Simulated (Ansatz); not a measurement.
The system is Sc.

```
Sc
1.0
     3.20196    0.00000    0.00000
     1.50211    2.84414    0.00000
     1.54899    0.92645    2.67418
Sc
1
Direct
  0.00000 0.00000 0.00000
```

This isn't the form of Sc at room conditions, which is hcp.

```yaml
Program: Ansatz 0.2.0
Task: relaxation of cell and atoms
Functional: PBE
Dispersion: D3(BJ)
Potentials_or_basis: all-electron LAPW, scalar-relativistic
Basis_error_allowed: 0.001 eV/atom
k_mesh: 10 × 10 × 10
Occupations: methfessel-paxton, width 0.2 eV
Spin: no spin polarisation
```

At the start: volume 24.35 Å³/atom.

Where does the relaxation end?

Over 5 steps the energy falls by 11.0 meV/atom and the volume is 23.39 Å³/atom (-3.9 %); space group Fm-3m (No. 225, to 0.05 Å).

Step by step:
```tsv
step	energy change (eV)	largest force (eV/Å)	volume (Å³)
1	0.0000	0.0000	24.35
2	-0.0102	0.0000	23.34
3	-0.0109	0.0000	23.35
4	-0.0110	0.0000	23.39
5	-0.0110	0.0000	23.39
```

Final structure:
```yaml
crystal:
  lattice:
    - [3.20872, 0.05492, 0.01369]
    - [1.55407, 2.80791, 0.01889]
    - [1.57959, 0.94455, 2.63203]
  atoms:
    - { symbol: Sc, position: [0.00000, 0.00000, 0.00000] }
```
